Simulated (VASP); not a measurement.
Here is a VASP 6.6.1 calculation.

The input INCAR:

```
  AGGAC = 0.0
  ALGO = Normal
  AMIX = 0.2
  EDIFF = 1E-6
  ENCUT = 500
  GGA = BO
  ISIF = 2
  ISMEAR = -5
  LASPH = True
  LCHARG = True
  LREAL = False
  LUSE_VDW = True
  LVHAR = True
  LWAVE = False
  NELM = 80
  PARAM1 = 0.1833333333
  PARAM2 = 0.22
  PREC = Accurate
  SIGMA = 0.05
```

The input KPOINTS:

```
k-points
0
Gamma
  10 10 6
```

Contents of POSCAR:

```
PtSe2
1.0
    3.7240000000      0.0000000000      0.0000000000
   -1.8620000000      3.2250786037      0.0000000000
    0.0000000000      0.0000000000      5.0620000000
Pt Se
1 2
Cartesian
    0.0000000000      0.0000000000      0.0000000000
    1.8620000002      1.0750262011      3.7965000000
   -0.0000000002      2.1500524026      1.2655000000
```

Potentials or basis: VASP PAW PBE potentials, release 64 (Pt, Se).

Command:

```sh
$ cat potpaw_PBE.64/Pt/POTCAR potpaw_PBE.64/Se/POTCAR > POTCAR
$ mpirun -np 1 vasp_std > vasp.out
```

Task: Estimate the pressure.

Result: 8.5 GPa.

Task: Estimate the largest force.

Result: 0.890 eV/Å.

Task: Estimate the band gap on the k mesh.

Result: None (metal or under the smearing width).

Stress tensor (GPa, compression positive):
```
9.23 0.00 0.00
0.00 9.23 0.00
0.00 0.00 7.17
```

Caveat: the PAW data sets were made with another functional, which shifts forces and pressure a little; tetrahedron occupations give inexact forces and stress in metals. Spin-orbit coupling is left out, which matters for the levels of Pt.
